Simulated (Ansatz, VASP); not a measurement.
## MgS (Niningerite) in VASP and in Ansatz

```
CELL_PARAMETERS angstrom
0.00000 2.60165 2.60165
2.60165 0.00000 2.60165
2.60165 2.60165 0.00000
ATOMIC_POSITIONS crystal
S 0.49923 0.50365 0.50962
Mg 0.01475 0.99180 0.98833
```

Change from the starting cell: atoms moved at random, drawn with an rms of 0.05 Å.

Alike in both runs: task single point; functional PBE; k mesh 9 × 9 × 9; occupations fermi-dirac, width 0.05 eV; no spin polarisation.

```csv
,VASP,Ansatz
version,VASP 6.6.1,Ansatz 0.2.0
potentials or method,"VASP PAW PBE potentials, release 64 (S, Mg)",Ansatz PAW
plane-wave cutoff (eV),520,420
valence electrons in the cell,8,16
```

|  | VASP | Ansatz | Ansatz less VASP |
| --- | --- | --- | --- |
| gap on the k mesh at the Fermi level (eV) | 2.91 | 2.92 | +0.014 |
| least direct gap on the mesh (eV) | 3.71 | 3.72 | +0.012 |
| pressure (GPa) | 1.1 | 1.4 | +0.30 |
| largest component of the traceless stress (GPa) | 0.61 | 0.60 | -0.001 |
| rms of the force components (eV/Å) | 0.148 | 0.148 | -0.0001 |

Atom by atom the forces differ by 0.000 eV/Å (rms over components). The two sets of potentials don't hold the same shells in valence.

Caveats: an odd mesh through Γ misses points on the zone boundary, where band edges often lie (VASP); odd divisions of the mesh miss points on the zone boundary, where band edges often lie, so the gap on the mesh can be too wide (Ansatz).
